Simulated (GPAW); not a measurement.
# CdSe (Cadmoselite) (P6_3mc) in GPAW: notebook

One crystal, CdSe (Cadmoselite), is run at these levels: BLYP+D3, PBE, revPBE+D3, RPBE+D3; tasks: relaxation of cell and atoms, single point.

Program: GPAW 26.7.0. These are calculated values, not measurements. Logs are shortened: lines on timing, memory, paths and dates and some standing lists are left out, and cuts for length are marked. The log counts tension as positive stress, the text compression.

### Step 1. The structure

Symmetry: P6_3mc, No. 186, hexagonal system. The conventional cell has a = 4.300 Å, b = 4.300 Å, c = 7.020 Å, α = 90.00°, β = 90.00°, γ = 120.00°. Around Cd (site symmetry 3m) lie 4 Se at 2.61 to 2.70 Å. Se (site symmetry 3m) is surrounded by 4 Cd at 2.61 to 2.70 Å.

### Step 2. Relaxation of cell and atoms, BLYP+D3

run.py

```python
from ase import Atoms
from ase.calculators.mixing import SumCalculator
from ase.filters import FrechetCellFilter
from ase.io import write
from ase.optimize import BFGS
from dftd3.ase import DFTD3
from gpaw import GPAW, PW, setup_paths

setup_paths.insert(0, '.')

atoms = Atoms(['Cd', 'Cd', 'Se', 'Se'],
              cell=[[4.3, 0.0, 0.0],
                    [-2.15, 3.7239092363, 0.0],
                    [0.0, 0.0, 7.02]],
              scaled_positions=[[0.6666666667, 0.3333333333, 0.5],
                                [0.3333333333, 0.6666666667, 0.0],
                                [0.6666666667, 0.3333333333, 0.885],
                                [0.3333333333, 0.6666666667, 0.385]],
              pbc=True)

calc = GPAW(mode=PW(600),
            xc='BLYP',
            kpts={'size': (5, 5, 3), 'gamma': True},
            occupations={'name': 'fermi-dirac', 'width': 0.05},
            nbands=31,
            convergence={'density': 1e-05, 'energy': 1e-05},
            eigensolver='davidson',
            maxiter=150,
            txt='gpaw.txt')
atoms.calc = SumCalculator([calc, DFTD3(method='blyp', damping='d3zero')])
opt = BFGS(FrechetCellFilter(atoms), trajectory='relax.traj', logfile='-')
done = opt.run(fmax=0.02, steps=40)
calc.write('gs.gpw')
write('result.traj', atoms)
print('Converged:', done)
print('Cell:', atoms.cell.cellpar().round(4))
print('Volume:', round(atoms.get_volume(), 4))
print(atoms.get_scaled_positions().round(5))
```

Potentials or basis: PAW data sets generated in the run's folder for this functional, pw.

Run with:

```console
$ gpaw-setup -f BLYP Cd Se
$ OMP_NUM_THREADS=1 python run.py
```

gpaw.txt:

```text
__  _  _
 | _ |_)|_||  |
 |__||  | ||/\| - 26.7.0

Input parameters:
  mode=PW(ecut=600.0),
  convergence={'density': 1e-05, 'energy': 1e-05},
  eigensolver=Davidson(niter=2),
  kpts=MonkhorstPack(size=(5, 5, 3), gamma=True),
  maxiter=150,
  nbands=31,
  occupations=Occupations(name='fermi-dirac', width=0.05),
  xc=XC(name='BLYP')

Diagonalizing LCAO Hamiltonian
Converting LCAO to pw mode

            Se

        Se  Cd

        Cd

Atoms  # Å, Bohr magnetons
|   | symbol |         x |        y |        z |    initial magnetic moments |
|---|--------|-----------|----------|----------|-----------------------------|
| 0 |     Cd |  2.150000 | 1.241303 | 3.510000 | ( 0.0000,  0.0000,  0.0000) |
| 1 |     Cd | -0.000000 | 2.482606 | 0.000000 | ( 0.0000,  0.0000,  0.0000) |
| 2 |     Se |  2.150000 | 1.241303 | 6.212700 | ( 0.0000,  0.0000,  0.0000) |
| 3 |     Se | -0.000000 | 2.482606 | 2.702700 | ( 0.0000,  0.0000,  0.0000) |

Unit cell  # Å
| periodic |         x |        y |        z |  lengths |     angles |
|----------|-----------|----------|----------|----------|------------|
|      yes |  4.300000 | 0.000000 | 0.000000 | 4.300000 |  90.000000 |
|      yes | -2.150000 | 3.723909 | 0.000000 | 4.300000 |  90.000000 |
|      yes |  0.000000 | 0.000000 | 7.020000 | 7.020000 | 120.000000 |

Number of symmetries: 6
Symmetry operations  # r_c * U_cc + t_c -> r_c
|   | kind |            matrix            |
|---|------|------------------------------|
| 0 |  σ   |  1, 1, 0,  0,-1, 0,  0, 0, 1 |
| 1 |  E   |  1, 0, 0,  0, 1, 0,  0, 0, 1 |
| 2 |  C3  |  0, 1, 0, -1,-1, 0,  0, 0, 1 |
| 3 |  σ   |  0,-1, 0, -1, 0, 0,  0, 0, 1 |
| 4 |  σ   | -1, 0, 0,  1, 1, 0,  0, 0, 1 |
| 5 |  C3  | -1,-1, 0,  1, 0, 0,  0, 0, 1 |

BZ-sampling:
  Number of BZ points: 75
  Number of IBZ points: 12

  Monkhorst-Pack size: [5, 5, 3]
  Monkhorst-Pack shift: [0, 0, 0]

K-points  # in reciprocal-cell coordinates
|     |                                coordinates |     weight |
|-----|--------------------------------------------|------------|
|   0 | (  0.00000000,   0.00000000,   0.00000000) | 0.01333333 |
|   1 | (  0.00000000,   0.00000000,   0.33333333) | 0.02666667 |
|   2 | (  0.20000000,   0.00000000,  -0.33333333) | 0.08000000 |
|   3 | (  0.20000000,   0.00000000,   0.00000000) | 0.08000000 |
|   4 | (  0.20000000,   0.00000000,   0.33333333) | 0.08000000 |
|   5 | (  0.40000000,  -0.20000000,   0.00000000) | 0.08000000 |
|   6 | (  0.40000000,  -0.20000000,   0.33333333) | 0.16000000 |
|   7 | (  0.40000000,   0.00000000,  -0.33333333) | 0.08000000 |
|   8 | (  0.40000000,   0.00000000,   0.00000000) | 0.08000000 |
|   9 | (  0.40000000,   0.00000000,   0.33333333) | 0.08000000 |
| ... |                                            |            |
|  11 | (  0.40000000,   0.40000000,   0.33333333) | 0.16000000 |
[... 81 lines left out ...]
density mixing:
  MSR1-Mixer
  Pratt-step length: 0.05
  Maximum mixing coefficient: 0.75
  Old densities: 10
  SVD Regularization: 0.005
  Good broyden scale: 1.0
  Trust region scale: 1.0
  Backstep threshold: 4.0
  History deletion threshold: 6.0
  Fourier metric: weight=20.0, sigma=0.015

occupation numbers:
  Fermi-Dirac:
    width: 0.0500  # eV

poisson solver:
  ecut: 4800.0  # eV

xc functional:
  name: BLYP with 2 nearest neighbor stencil

convergence criteria:
- Maximum integral of absolute [dens]ity change: 1e-05 electrons / valence electron
- Maximum [total energy] change in last 3 cyles: 1e-05 eV / valence electron
- Maximum integral of absolute [eigenst]ate change: 4e-08 eV^2 / valence electron
maximum number of iterations: 150

SCF iterations
|iter     | |      energy | eigst |  dens |
|---------|-|-------------|-------|-------|
|iter:   1| |   -9.898955 | -0.49 |       |
|iter:   2| |   -9.726597 | -2.31 | -1.15 |
|iter:   3| |   -9.107500 | -1.47 | -1.19 |
|iter:   4| |   -9.096177 | -3.17 | -1.77 |
|iter:   5| |   -9.095840 | -3.81 | -2.17 |
|iter:   6| |   -9.095980c| -4.62 | -2.81 |
|iter:   7| |   -9.095993c| -5.56 | -3.57 |
|iter:   8| |   -9.095995c| -6.24 | -3.98 |
|iter:   9| |   -9.095995c| -7.01 | -4.57 |
|iter:  10| |   -9.095995c| -7.75c| -5.19c|

Converged in 10 steps
Energy contributions relative to reference atoms: (reference = -436609.053198)

Energy contributions:
  Kinetic:          52.747465
  Coulomb:         -47.135168
  Zero:              0.055208
  External:          0.000000
  Xc:              -14.763467
  Entropy:          -0.000067
  Spinorbit:         0.000000
  ----------------------------
  Free energy:      -9.096028
  Extrapolated:     -9.095995

dipole moment: (0.000017, 0.000004, -18.449364)  # |e|*Ang

Fermi level: 4.349
Eigenvalues  # (at kpt = [0.000, 0.000, 0.000])
| band index |      eig [eV] | occ [0-2] |
|------------|---------------|-----------|
|          0 |        -8.632 |     2.000 |
|        ... |               |           |
|         10 |        -3.512 |     2.000 |
|         11 |        -3.239 |     2.000 |
|         12 |        -0.211 |     2.000 |
|         13 |         3.299 |     2.000 |
|         14 |         3.299 |     2.000 |
|         15 |         3.997 |     1.998 |
[... 8 lines left out ...]
|         24 |        11.007 |     0.000 |
|         25 |        11.753 |     0.000 |
|        ... |               |           |
|         30 |        15.193 |     0.000 |

Gap: 0.620 eV
Transition (v -> c):
  (s=0, k=0, n=17, [0.00, 0.00, 0.00]) -> (s=0, k=0, n=18, [0.00, 0.00, 0.00])
No difference between direct/indirect transitions

Stress tensor  # eV/Ang^3
|         x |         y |         z |
|-----------|-----------|-----------|
| -0.040291 |  0.000000 |  0.000000 |
|  0.000000 | -0.040291 |  0.000000 |
|  0.000000 |  0.000000 | -0.027136 |

Forces  # eV/Ang
|        x |       y |        z |
|----------|---------|----------|
|  0.00000 | 0.00000 |  0.30494 |  # Cd   0
| -0.00000 | 0.00000 |  0.30488 |  # Cd   1
| -0.00000 | 0.00000 | -0.30492 |  # Se   2
|  0.00000 | 0.00000 | -0.30477 |  # Se   3

Interpolating wave functions to new cell

            Se

        Se  Cd

        Cd

Atoms  # Å, Bohr magnetons
|   | symbol |         x |        y |        z |    initial magnetic moments |
|---|--------|-----------|----------|----------|-----------------------------|
| 0 |     Cd |  2.152620 | 1.242816 | 3.513344 | ( 0.0000,  0.0000,  0.0000) |
| 1 |     Cd | -0.000000 | 2.485631 | 0.004018 | ( 0.0000,  0.0000,  0.0000) |
| 2 |     Se |  2.152620 | 1.242816 | 6.207486 | ( 0.0000,  0.0000,  0.0000) |
| 3 |     Se | -0.000000 | 2.485631 | 2.698163 | ( 0.0000,  0.0000,  0.0000) |

Unit cell  # Å
| periodic |         x |         y |         z |  lengths |     angles |
|----------|-----------|-----------|-----------|----------|------------|
|      yes |  4.305239 |  0.000000 |  0.000000 | 4.305239 |  90.000000 |
|      yes | -2.152620 |  3.728447 | -0.000000 | 4.305239 |  90.000000 |
|      yes |  0.000000 | -0.000000 |  7.018649 | 7.018649 | 120.000000 |

Number of symmetries: 6
Symmetry operations  # r_c * U_cc + t_c -> r_c
|   | kind |            matrix            |
|---|------|------------------------------|
| 0 |  σ   |  1, 1, 0,  0,-1, 0,  0, 0, 1 |
| 1 |  E   |  1, 0, 0,  0, 1, 0,  0, 0, 1 |
| 2 |  C3  |  0, 1, 0, -1,-1, 0,  0, 0, 1 |
| 3 |  σ   |  0,-1, 0, -1, 0, 0,  0, 0, 1 |
| 4 |  σ   | -1, 0, 0,  1, 1, 0,  0, 0, 1 |
| 5 |  C3  | -1,-1, 0,  1, 0, 0,  0, 0, 1 |

BZ-sampling:
  Number of BZ points: 75
  Number of IBZ points: 12

  Monkhorst-Pack size: [5, 5, 3]
  Monkhorst-Pack shift: [0, 0, 0]

K-points  # in reciprocal-cell coordinates
|     |                                coordinates |     weight |
|-----|--------------------------------------------|------------|
|   0 | (  0.00000000,   0.00000000,   0.00000000) | 0.01333333 |
|   1 | (  0.00000000,   0.00000000,   0.33333333) | 0.02666667 |
|   2 | (  0.20000000,   0.00000000,  -0.33333333) | 0.08000000 |
|   3 | (  0.20000000,   0.00000000,   0.00000000) | 0.08000000 |
|   4 | (  0.20000000,   0.00000000,   0.33333333) | 0.08000000 |
|   5 | (  0.40000000,  -0.20000000,   0.00000000) | 0.08000000 |
|   6 | (  0.40000000,  -0.20000000,   0.33333333) | 0.16000000 |
|   7 | (  0.40000000,   0.00000000,  -0.33333333) | 0.08000000 |
|   8 | (  0.40000000,   0.00000000,   0.00000000) | 0.08000000 |
|   9 | (  0.40000000,   0.00000000,   0.33333333) | 0.08000000 |
| ... |                                            |            |
|  11 | (  0.40000000,   0.40000000,   0.33333333) | 0.16000000 |
[... 870 lines left out ...]
|         11 |        -3.411 |     2.000 |
|         12 |        -0.414 |     2.000 |
|         13 |         3.078 |     2.000 |
|         14 |         3.078 |     2.000 |
|         15 |         3.801 |     1.997 |
[... 8 lines left out ...]
|         24 |        10.811 |     0.000 |
|         25 |        11.535 |     0.000 |
|        ... |               |           |
|         30 |        14.959 |     0.000 |

Gap: 0.554 eV
Transition (v -> c):
  (s=0, k=0, n=17, [0.00, 0.00, 0.00]) -> (s=0, k=0, n=18, [0.00, 0.00, 0.00])
No difference between direct/indirect transitions

Stress tensor  # eV/Ang^3
|         x |         y |         z |
|-----------|-----------|-----------|
| -0.027680 |  0.000000 | -0.000000 |
|  0.000000 | -0.027680 |  0.000000 |
| -0.000000 |  0.000000 | -0.029327 |

Forces  # eV/Ang
|        x |       y |        z |
|----------|---------|----------|
| -0.00000 | 0.00000 |  0.02634 |  # Cd   0
| -0.00000 | 0.00000 |  0.02629 |  # Cd   1
| -0.00000 | 0.00000 | -0.02628 |  # Se   2
|  0.00000 | 0.00000 | -0.02639 |  # Se   3

Interpolating wave functions to new cell

            Se

            Cd
        Se

        Cd

Atoms  # Å, Bohr magnetons
|   | symbol |         x |        y |        z |    initial magnetic moments |
|---|--------|-----------|----------|----------|-----------------------------|
| 0 |     Cd |  2.169657 | 1.252652 | 3.543929 | ( 0.0000,  0.0000,  0.0000) |
| 1 |     Cd | -0.000000 | 2.505305 | 0.025842 | ( 0.0000,  0.0000,  0.0000) |
| 2 |     Se |  2.169657 | 1.252652 | 6.201133 | ( 0.0000,  0.0000,  0.0000) |
| 3 |     Se | -0.000000 | 2.505305 | 2.683097 | ( 0.0000,  0.0000,  0.0000) |

Unit cell  # Å
| periodic |         x |        y |         z |  lengths |     angles |
|----------|-----------|----------|-----------|----------|------------|
|      yes |  4.339315 | 0.000000 | -0.000000 | 4.339315 |  90.000000 |
|      yes | -2.169657 | 3.757957 |  0.000000 | 4.339315 |  90.000000 |
|      yes | -0.000000 | 0.000000 |  7.036135 | 7.036135 | 120.000000 |

Number of symmetries: 6
Symmetry operations  # r_c * U_cc + t_c -> r_c
|   | kind |            matrix            |
|---|------|------------------------------|
| 0 |  σ   |  1, 1, 0,  0,-1, 0,  0, 0, 1 |
| 1 |  E   |  1, 0, 0,  0, 1, 0,  0, 0, 1 |
| 2 |  C3  |  0, 1, 0, -1,-1, 0,  0, 0, 1 |
| 3 |  σ   |  0,-1, 0, -1, 0, 0,  0, 0, 1 |
| 4 |  σ   | -1, 0, 0,  1, 1, 0,  0, 0, 1 |
| 5 |  C3  | -1,-1, 0,  1, 0, 0,  0, 0, 1 |
[... 186 lines left out ...]
Gap: 0.549 eV
Transition (v -> c):
  (s=0, k=0, n=17, [0.00, 0.00, 0.00]) -> (s=0, k=0, n=18, [0.00, 0.00, 0.00])
No difference between direct/indirect transitions

Stress tensor  # eV/Ang^3
|         x |         y |         z |
|-----------|-----------|-----------|
| -0.027035 |  0.000000 | -0.000000 |
|  0.000000 | -0.027035 |  0.000000 |
| -0.000000 |  0.000000 | -0.028518 |

Forces  # eV/Ang
|        x |        y |        z |
|----------|----------|----------|
|  0.00000 |  0.00000 |  0.02658 |  # Cd   0
| -0.00000 |  0.00000 |  0.02664 |  # Cd   1
|  0.00000 | -0.00000 | -0.02700 |  # Se   2
| -0.00000 |  0.00000 | -0.02713 |  # Se   3

# Writing to gs.gpw (mode='')
```

Wall time 58 s (1 thread of AMD EPYC 9R14 (Zen 4), shared host); peak memory 0.25 GiB.

Results:

| Quantity | Value |
| --- | --- |
| Free energy | -11.2519 eV |
| Relaxed volume | 28.68 Å³/atom |
| Relaxed cell | a = 4.339 Å, b = 4.339 Å, c = 7.036 Å, α = 90.00°, β = 90.00°, γ = 120.00° |
| Space group after relaxing (to 0.05 Å) | P6_3mc (No. 186) |
| Energy gained by relaxing | 6.8 meV/atom |
| Ionic steps | 6 |
| Pressure after relaxing | 0.0 GPa |
| Largest force after relaxing | 0.014 eV/Å |
| Band gap on the k mesh | 0.55 eV, direct |
| Dispersion energy per atom | -0.515 eV |

Forces in eV/Å, atoms in the order of the input:
```
Cd   0.000  0.000  0.014
Cd   0.000  0.000  0.014
Se   0.000  0.000 -0.014
Se   0.000  0.000 -0.014
```

Stress tensor (GPa, compression positive):
```
-0.03  0.00  0.00
 0.00 -0.03  0.00
 0.00  0.00  0.06
```

Step by step:
| step | energy change (eV) | largest force (eV/Å) | pressure (GPa) | volume (Å³) |
| --- | --- | --- | --- | --- |
| 1 | 0.0000 | 0.2814 | 1.19 | 112.41 |
| 2 | -0.0073 | 0.2402 | 1.04 | 112.66 |
| 3 | -0.0265 | 0.0190 | 0.26 | 114.17 |
| 4 | -0.0267 | 0.0099 | 0.24 | 114.20 |
| 5 | -0.0272 | 0.0136 | 0.10 | 114.52 |
| 6 | -0.0273 | 0.0144 | 0.00 | 114.74 |

Final structure:
```xyz
4
Lattice="4.3393 0.0000 0.0000 -2.1697 3.7580 0.0000 0.0000 0.0000 7.0361" Properties=species:S:1:pos:R:3 pbc="T T T"
Cd    2.1697    1.2527    3.5439
Cd    0.0000    2.5053    0.0258
Se    2.1697    1.2527    6.2011
Se    0.0000    2.5053    2.6831
```

Caveat: later steps reuse the first step's grids.

(Continued in part 2 of 2.)
